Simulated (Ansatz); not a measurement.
Bcc Sn (211), 4 layers, DFT, PBE, all-electron LAPW, scalar-relativistic (Ansatz 0.2.0), on 1 thread of AMD EPYC 9R45 (Zen 5) (shared host).

Command: `ansatz run input.yaml --threads 1 --pin off --max-ram 3584MiB --backend cpu --events-out ev --progress --plain --runs-dir out`

```yaml
crystal:
  lattice:
    - [3.3041926597, 0.0, 0.0]
    - [0.0, 5.3957240187, 0.0]
    - [0.0, 0.0, 20.6728]
  atoms:
    - { symbol: Sn, position: [0.0, 0.25, 0.3869811039] }
    - { symbol: Sn, position: [0.666666666, 0.75, 0.4623270343] }
    - { symbol: Sn, position: [0.333333333, 0.25, 0.5376729652] }
    - { symbol: Sn, position: [0.0, 0.75, 0.6130188961] }
kpoints:
  mp_grid: { grid: [10, 6, 1] }
scf:
  occupations: { method: fermi_dirac, width: 0.05 }
hamiltonian:
  xc: pbe
  pseudopotentials: { kind: all_electron, lapw: { basis_error: 0.001 } }
output:
  forces: true
  stress: true
  eigenvalues: true
  populations: true
  dos: { projected: true, de: 0.2, e_range: [-14, 8] }
efield:
  axis: 3
  amplitude: 0
  dipole_correction: true
```

(1) How large is the problem that the program sets up?

(2) About how long does it take, and how much memory?

Results:

(1) 24 irreducible k-points, 1839 plane waves at Γ, 53 bands.

(2) 34 s of wall time for 8 SCF iterations, with a peak of 0.61 GiB. Times on shared machines scatter by tens of per cent.
